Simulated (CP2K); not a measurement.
Runs of CP2K 2026.2 on YN. The structure is cubic, space group Fm-3m (No. 225). The conventional cell has a = 4.877 Å, b = 4.877 Å, c = 4.877 Å, α = 90.00°, β = 90.00°, γ = 90.00°. Y (site symmetry m-3m) has 6 N at 2.44 Å as nearest neighbours. Around N (site symmetry m-3m) lie 6 Y at 2.44 Å. 

| potentials or basis | ADDED_MOS | gap on the mesh (eV) | pressure (GPa) |
| --- | --- | --- | --- |
| GTH_POTENTIALS Y GTH-PBE-q11, N GTH-PBE-q5; TZVP-MOLOPT-SR-GTH, TZVP-MOLOPT-GTH basis | [13] | 0.23 | 3.7 |
| GTH_POTENTIALS Y GTH-PBE-q11, N GTH-PBE-q5; DZVP-MOLOPT-SR-GTH basis | [13] | 0.21 | 3.5 |
| GTH_POTENTIALS Y GTH-PBE-q11, N GTH-PBE-q5; SZV-MOLOPT-SR-GTH basis | [6] | (a) | -5.4 |
| POTENTIAL_UZH Y GTH-PBE-q11, N GTH-PBE-q5; TZVP-MOLOPT-PBE-GTH basis | [13] | (b) | 3.7 |
| POTENTIAL_UZH Y GTH-PBE-q11, N GTH-PBE-q5; DZVP-MOLOPT-PBE-GTH basis | [13] | 0.19 | (c) |

Alike in all rows: task band structure; level PBE; no spin polarisation; cell as given; k mesh 9 × 9 × 9; smearing fermi-dirac 0.05 eV.

**Question.** Fill in the values left out.

**Answer.** (a) none; (b) 0.22; (c) 4.2.

Caveats: the basis of atomic orbitals isn't converged, which shifts pressures, moduli and gaps; a minimal basis gives rough bond lengths, pressures and levels (some runs).

A k mesh can miss the band edges, and the runs leave out spin-orbit coupling on Y.
